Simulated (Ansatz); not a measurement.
# N: the cost of one run

Program: Ansatz 0.2.0. Level of theory: DFT PBEsol, scalar-relativistic, plane waves, PAW. These are calculated values, not measurements.

## 1. Starting point

The structure is hexagonal, space group P6_3/mmc (No. 194). The conventional cell has a = 3.629 Å, b = 3.629 Å, c = 5.890 Å, α = 90.00°, β = 90.00°, γ = 120.00°. Around N (site symmetry -6m2) lie 12 N at 3.61 to 3.63 Å.

As a file:

```cif
data_structure
_symmetry_space_group_name_H-M 'P6_3/mmc'
_symmetry_Int_Tables_number 194
_cell_length_a 3.6290
_cell_length_b 3.6290
_cell_length_c 5.8900
_cell_angle_alpha 90.000
_cell_angle_beta 90.000
_cell_angle_gamma 120.000
_cell_volume 67.18
loop_
_atom_site_label
_atom_site_type_symbol
_atom_site_symmetry_multiplicity
_atom_site_Wyckoff_symbol
_atom_site_fract_x
_atom_site_fract_y
_atom_site_fract_z
_atom_site_occupancy
N1 N 2 c 0.33333 0.66667 0.25000 1
```

The cell is taken as given, not relaxed at this level.

## 2. The perfect supercell on the trajectory's mesh

File input.yaml:

```yaml
crystal:
  lattice:
    - [0.0, 6.2856152379, 5.89]
    - [-5.4435024745, -3.142807619, 5.89]
    - [5.4435024745, -3.142807619, 5.89]
  atoms:
    - { symbol: "N", position: [0.3055555556, 0.6388888889, 0.3055555556] }
    - { symbol: "N", position: [0.6388888889, 0.6388888889, 0.9722222222] }
    - { symbol: "N", position: [0.3055555556, 0.3055555556, 0.6388888889] }
    - { symbol: "N", position: [0.3055555556, 0.9722222222, 0.9722222222] }
    - { symbol: "N", position: [0.6388888889, 0.3055555556, 0.3055555556] }
    - { symbol: "N", position: [0.9722222222, 0.6388888889, 0.6388888889] }
    - { symbol: "N", position: [0.9722222222, 0.3055555556, 0.9722222222] }
    - { symbol: "N", position: [0.6388888889, 0.9722222222, 0.6388888889] }
    - { symbol: "N", position: [0.9722222222, 0.9722222222, 0.3055555556] }
    - { symbol: "N", position: [0.3611111111, 0.6944444444, 0.6944444444] }
    - { symbol: "N", position: [0.6944444444, 0.6944444444, 0.3611111111] }
    - { symbol: "N", position: [0.3611111111, 0.3611111111, 0.0277777778] }
    - { symbol: "N", position: [0.3611111111, 0.0277777778, 0.3611111111] }
    - { symbol: "N", position: [0.6944444444, 0.3611111111, 0.6944444444] }
    - { symbol: "N", position: [0.0277777778, 0.6944444444, 0.0277777778] }
    - { symbol: "N", position: [0.0277777778, 0.3611111111, 0.3611111111] }
    - { symbol: "N", position: [0.6944444444, 0.0277777778, 0.0277777778] }
    - { symbol: "N", position: [0.0277777778, 0.0277777778, 0.6944444444] }
  symmetry: { detect: false }
basis:
  ecutwfc: 420
kpoints:
  mp_grid: { grid: [2, 2, 2], shift: [0.5, 0.5, 0.5] }
hamiltonian:
  xc: pbesol
scf:
  occupations: { method: gaussian, width: 0.1 }
output:
  forces: true
  stress: true
  eigenvalues: true
```

The run is started by

```sh
$ ansatz run input.yaml --threads 4 --pin off --max-ram 5120MiB --backend cpu --events-out ev --progress --plain --runs-dir out
```

Q: Estimate wall time and peak memory on 4 threads of an Arm CPU, shared host.

About 5.4 s, with a peak of 0.95 GiB.
